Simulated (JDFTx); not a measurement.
Crystal: Al.

```
Al
1.0
     2.72176    0.00000    0.00000
     0.00000    2.72176    0.00000
     0.00000    0.00000    2.72176
Al
1
Direct
  0.00000 0.00000 0.00000
```

The cell was built by a generator and needn't be a form met in nature.

```yaml
Program: JDFTx 1.7.0 (patched build)
Task: relaxation of cell and atoms
Functional: AM05
Potentials_or_basis: SG15-PBE-1.2 with smoothed tails
Cutoff: 1088 eV
Density_cutoff: 4354 eV
k_mesh: 5 × 5 × 5
Occupations: fermi-dirac, width 0.05 eV
Spin: no spin polarisation
```

At the start: pressure -1.8 GPa; volume 20.16 Å³/atom.

Q: How do energy, volume and symmetry change on relaxing?

A: Over 6 steps the energy falls by 3.5 meV/atom and the volume is 19.56 Å³/atom (-3.0 %); space group Pm-3m (No. 221, to 0.05 Å).

The path:
```tsv
step	energy change (eV)	largest force (eV/Å)	pressure (GPa)	volume (Å³)
1	0.0000	0.0000	-1.84	20.16
2	-0.0006	0.0000	-1.66	20.10
3	-0.0035	0.0000	-0.17	19.61
4	-0.0035	0.0000	-0.01	19.56
5	-0.0035	0.0000	0.00	19.56
6	-0.0035	0.0000	0.00	19.56
```

Final structure:
```xyz
1
Lattice="2.6943 0.0000 0.0000 0.0000 2.6943 0.0000 0.0000 0.0000 2.6943" Properties=species:S:1:pos:R:3 pbc="T T T"
Al    0.0000    0.0000    0.0000
```

Caveat: the k mesh is coarse (spacing up to 0.46 Å⁻¹), so the values aren't converged; the potentials were made for another functional, which shifts forces and pressure.
